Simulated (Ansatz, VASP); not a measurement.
Two plane-wave programs on Ni

The input INCAR:

```
ALGO     = Normal         # electronic algorithm
EDIFF    = 1E-6           # SCF threshold, eV
ENCUT    = 520            # plane-wave cutoff, eV
GGA      = PS             # functional
ISIF     = 2              # what is computed and relaxed
ISMEAR   = -1             # smearing method
ISPIN    = 2              # spin polarisation
LASPH    = T              # aspherical terms in the spheres
LCHARG   = T              # write CHGCAR
LELF     = T              # ELF
LMAXMIX  = 4              # l up to which the mixer works
LORBIT   = 11             # projections on sites
LREAL    = F              # projectors in reciprocal space
LVHAR    = T            
LWAVE    = F              # write WAVECAR
MAGMOM   = 1              # initial moments
NBANDS   = 15             # bands
NELM     = 150            # most SCF steps
PREC     = Accurate       # precision mode
SIGMA    = 0.05           # smearing width, eV
```

File KPOINTS:

```
k-points
0
Gamma
  13 13 13
```

POSCAR

```
Ni
1.0
   -1.3744285092      1.3744285092      1.3744285092
    1.3744285092     -1.3744285092      1.3744285092
    1.3744285092      1.3744285092     -1.3744285092
Ni
1
Direct
    0.0000000000      0.0000000000      0.0000000000
```

Contents of input.yaml:

```yaml
crystal:
  lattice:
    - [-1.3744285092, 1.3744285092, 1.3744285092]
    - [1.3744285092, -1.3744285092, 1.3744285092]
    - [1.3744285092, 1.3744285092, -1.3744285092]
  atoms:
    - { symbol: Ni, position: [0.0, 0.0, 0.0], spin: 1.0 }
hamiltonian:
  xc: pbesol
  pseudopotentials: { kind: paw }
magnetization:
  spin_polarized: true
kpoints:
  mp_grid: { grid: [13, 13, 13] }
scf:
  occupations: { method: fermi_dirac, width: 0.05 }
output:
  forces: true
  stress: true
  eigenvalues: true
```

This isn't the form of Ni at room conditions, which is fcc.

Alike in both runs: task single point; functional PBEsol; k mesh 13 × 13 × 13; occupations fermi-dirac, width 0.05 eV; collinear spin.

|  | VASP | Ansatz |
| --- | --- | --- |
| version | VASP 6.6.1 | Ansatz 0.2.0 |
| potentials or method | VASP PAW PBE potentials, release 64 (Ni) | Ansatz PAW |
| plane-wave cutoff (eV) | 520 | 420 |
| valence electrons in the cell | 10 | 18 |

```csv
,VASP,Ansatz,Ansatz less VASP
gap on the k mesh at the Fermi level (eV),none,none,-
pressure (GPa),1.9,2.0,+0.10
net moment per atom (μB),0.57,0.58,+0.011
size of the moment on the site where the two differ most (μB),0.57,0.60,+0.033
```

Site moments also hang on the region over which each program counts them. A gap of «none» marks a metal or a gap that the smearing closes. The functional is the same, so the differences come from potentials, cutoffs and numerics. The two sets of potentials don't hold the same shells in valence.

Caveats: the PAW data sets were made with another functional, which shifts forces and pressure a little (VASP); the PAW data sets come from PBE, with cores solved anew for the run's functional, which leaves a small shift of forces and pressure (Ansatz).
